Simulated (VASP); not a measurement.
Write the native input for VASP 6.6.1 that does the following.

```
Task                   : core levels
Functional             : PBE
Potentials or basis    : VASP PAW PBE potentials, release 64 (In_d, As)
Cutoff                 : 520 eV
k mesh                 : 8 × 8 × 8
Occupations            : gaussian, width 0.02 eV
Spin                   : no spin polarisation
Further INCAR settings : ALGO = Fast; EDIFF = 1e-06
```

The structure of InAs lies in POSCAR:

```
InAs
1.0
    0.0000000000      2.8773040000      2.8773040000
    2.8773040000      0.0000000000      2.8773040000
    2.8773040000      2.8773040000      0.0000000000
In As
1 1
Direct
    0.5000000000      0.5000000000      0.5000000000
    0.0000000000      0.0000000000      0.0000000000
```

Measurements of this composition are mostly on another form, of space group No. 216.

The input as run:

INCAR

```
  PREC = Accurate
  ENCUT = 520
  EDIFF = 1E-6
  ISMEAR = 0
  SIGMA = 0.02
  LREAL = False
  LASPH = True
  NELM = 80
  ALGO = Fast
  ISIF = 2
  LWAVE = False
  LCHARG = False
  GGA = PE
  ICORELEVEL = 1
```

KPOINTS

```
Automatic mesh
0
Gamma
  8 8 8
```

Potentials or basis: VASP PAW PBE potentials, release 64 (In_d, As).

The run is started by

```bash
$ cat potpaw_PBE.64/In_d/POTCAR potpaw_PBE.64/As/POTCAR > POTCAR
$ mpirun -np 1 vasp_std > vasp.out
```

It gave:

```yaml
Pressure: 0.0 GPa
Band_gap_on_the_k_mesh: none (metal or under the smearing width)
```

Wall time 22 s on 1 thread of Intel(R) Xeon(R) Platinum 8488C (Sapphire Rapids), on a shared host, peak memory 0.17 GiB.
